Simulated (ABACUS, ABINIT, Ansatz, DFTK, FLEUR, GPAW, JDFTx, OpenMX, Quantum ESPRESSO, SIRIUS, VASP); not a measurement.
**One calculation of FeO, 11 ways**

```
Fe O
1.0
     1.51882    0.87689    2.51958
    -1.51882    0.87689    2.51958
     0.00000   -1.75378    2.51958
Fe O
1 1
Direct
  0.00000 0.00000 0.00000
  0.50000 0.50000 0.50000
```

Alike in all runs: task single point; functional PBE; k mesh 11 × 11 × 11; occupations fermi-dirac, width 0.05 eV; collinear spin, ferromagnetic start; no spin-orbit coupling. Pressure is positive in compression and, in plane waves, holds the error of the finite cutoff.

| program and potentials | plane-wave cutoff (eV) | notes | pressure (GPa) | net moment per atom (μB) |
| --- | --- | --- | --- | --- |
| JDFTx, PseudoDojo-SR-PBE-0.5-standard | 1225 | 11 valence electrons an atom on average | -1.92 | 2.00 |
| FLEUR, all-electron, FLAPW | - | - | - | 2.00 |
| ABINIT, JTH PAW PBE v2.0 | 707 | 11 valence electrons an atom on average | -1.81 | 2.00 |
| VASP, PBE PAW files Fe, O, 520 eV | 520 | 7 valence electrons an atom on average | -1.07 | 2.00 |
| DFTK, PseudoDojo SR PBE 0.4.1 standard (PBE) | 1225 | 11 valence electrons an atom on average | ? | ? |
| Ansatz, all-electron LAPW, scalar-relativistic | - | - | -1.27 | 2.00 |
| OpenMX, OpenMX 2013 PBE set, Fe6.0H-s3p2d2, O6.0-s2p2d1, grid cutoff 500 Ry | - | atomic basis; 11 valence electrons an atom on average | -2.10 | 2.00 |
| SIRIUS, all-electron FP-LAPW, apw+lo standard | - | - | - | 2.00 |
| GPAW, GPAW PAW data sets (gpaw-data 1.2.1) | 800 | 7 valence electrons an atom on average | -0.22 | 2.00 |
| ABACUS, PseudoDojo NC SR 0.4.1 PBE standard, plane waves | 1225 | 11 valence electrons an atom on average | -1.94 | 2.00 |
| Quantum ESPRESSO, SSSP 1.3 efficiency PBE | 871 | 11 valence electrons an atom on average | -2.21 | 2.00 |

Problem. Estimate from the other rows what the run with DFTK, PseudoDojo SR PBE 0.4.1 standard (PBE) gave.

Solution. Pressure -1.96 GPa; net moment per atom 2.00 μB. The other rows, which needn't bracket it: pressure -2.21 to -0.22; net moment per atom 2.00.
